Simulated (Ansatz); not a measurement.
**Ta in Ansatz: the effect of functional**

Ta:

```
Ta
1.0
     2.86117    0.00000    0.00000
    -1.43059    2.47785    0.00000
     0.00000    0.00000    5.09645
Ta
2
Direct
  0.33333 0.66667 0.25000
  0.66667 0.33333 0.75000
```

This isn't the form of Ta at room conditions, which is bcc.

The cell isn't the ideal one: volume scaled by 0.96.

Alike in all runs:

```yaml
Program: Ansatz 0.2.0
Task: single point
Potentials_or_basis: Ansatz PAW
k_mesh: 11 × 11 × 5
Occupations: fermi-dirac, width 0.05 eV
Spin: no spin polarisation
```

| functional | cutoff | pressure (GPa) |
| --- | --- | --- |
| LDA | 420 eV (not typed: the program's choice for these potentials) | -4.6 |
| PBEsol | 420 eV (not typed: the program's choice for these potentials) | 0.4 |
| r2SCAN | 500 eV (not typed: the program's choice for these potentials) | ? |

Question: What does the run with functional r2SCAN give?

Answer: Pressure 4.5 GPa.

Caveats: the PAW data sets come from PBE, with cores solved anew for the run's functional, which leaves a small shift of forces and pressure.
